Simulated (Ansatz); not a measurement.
What does this script print? It uses the Ansatz DFT code, driven from Python.

`zrs2.py`:
```python
'''Levels of ZrS2 without and with spin-orbit coupling.'''

import logging
import sys

import ansatz as az

logging.basicConfig(stream=sys.stdout, format='%(levelname)s:%(name)s:%(message)s')
logger = logging.getLogger('calc')
logger.setLevel(logging.INFO)

structure = (
    az.Lattice.of([3.691383, 0.0, 0.0], [-1.845691, 3.196831, 0.0], [0.0, 0.0, 6.041077])
    .atom('Zr', [0.0, 0.0, 0.0])
    .atom('S', [2 / 3, 1 / 3, 0.76209])
    .atom('S', [1 / 3, 2 / 3, 0.23791])
)

calc = (
    structure.calculation()
    .functional('pbe')
    .kpoints(mesh=(6, 6, 4))
    .occupations('fixed')
    .basis(34 * az.Ry)
    .band_table()
)
for label, variant in (('scalar-relativistic', calc), ('spin-orbit', calc.spin(soc=True))):
    r = variant.run(threads=1).report
    zero = r['band_edges_ev'][0] if r.get('band_edges_ev') else r['fermi_energy_ev']
    near = [round(e - zero, 3) for e in r['eigenvalues_ev'][0] if abs(e - zero) < 2]
    print(label)
    print('  band edges (eV):', [round(e, 3) for e in r.get('band_edges_ev') or []] or 'none reported')
    print('  levels at k =', r['kpoints_frac'][0], 'within 2 eV of the zero:', near)
```

`python zrs2.py` gives:
```text
scalar-relativistic
  band edges (eV): [6.39, 7.461]
  levels at k = [0.0, 0.0, 0.0] within 2 eV of the zero: [-0.044, -0.044, -0.002, 1.629, 1.629]
spin-orbit
  band edges (eV): [6.412, 7.462]
  levels at k = [0.0, 0.0, 0.0] within 2 eV of the zero: [-0.136, -0.136, -0.024, -0.024, 0.0, 0.0, 1.604, 1.604, 1.61, 1.61]
```

The computed bands are complete only to about 4.4 eV above the Fermi level. This cell is a computed structure, which may not be the phase found in nature. Levels are Kohn-Sham eigenvalues on this mesh. With spin-orbit coupling each level holds one electron and, with inversion or at time-reversal points, comes in pairs; a window in energy can cut a split set. It ran for 10 s on 1 thread of Intel(R) Xeon(R) CPU @ 2.80GHz (Skylake/Cascade Lake), on a shared host, peak memory 0.58 GiB.
